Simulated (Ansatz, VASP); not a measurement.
## Two plane-wave programs on C

The input INCAR:

```
  ALGO = Normal
  EDIFF = 1E-7
  ENCUT = 520
  GGA = PE
  ISIF = 2
  ISMEAR = 0
  LASPH = True
  LCHARG = False
  LREAL = False
  LWAVE = False
  NBANDS = 11
  NELM = 60
  PREC = Accurate
  SIGMA = 0.02
```

KPOINTS

```
k-points
0
Gamma
  12 12 12
```

Contents of POSCAR:

```
C
1.0
    0.0000000000      1.7702385080      1.7702385080
    1.7702385080      0.0000000000      1.7702385080
    1.7702385080      1.7702385080      0.0000000000
C
2
Direct
    0.5000000000      0.5000000000      0.5000000000
    0.7500000000      0.7500000000      0.7500000000
```

Input for Ansatz:

```yaml
crystal:
  lattice:
    - [0.0, 1.770238508, 1.770238508]
    - [1.770238508, 0.0, 1.770238508]
    - [1.770238508, 1.770238508, 0.0]
  atoms:
    - { symbol: C, position: [0.5, 0.5, 0.5] }
    - { symbol: C, position: [0.75, 0.75, 0.75] }
basis:
  ecutwfc: 420
kpoints:
  mp_grid: { grid: [12, 12, 12] }
hamiltonian:
  xc: pbe
scf:
  occupations: { method: gaussian, width: 0.02 }
output:
  forces: true
  stress: true
  eigenvalues: true
```

Alike in both runs: task single point; functional PBE; k mesh 12 × 12 × 12; occupations gaussian, width 0.02 eV; no spin polarisation.

|  | VASP | Ansatz |
| --- | --- | --- |
| version | VASP 6.6.1 | Ansatz 0.2.0 |
| potentials or method | VASP PAW PBE potentials, release 64 (C) | scalar-relativistic, plane waves, PAW |
| plane-wave cutoff (eV) | 520 | 420 |
| valence electrons in the cell | 8 | 8 |

VASP gave:

| Property | Result |
| --- | --- |
| gap on the k mesh at the Fermi level (eV) | 4.20 |
| least direct gap on the mesh (eV) | 5.65 |
| pressure (GPa) | 12.7 |

Task: What did Ansatz give for the same quantities?

Result: gap on the k mesh at the Fermi level (eV): 4.21; least direct gap on the mesh (eV): 5.66; pressure (GPa): 11.9.
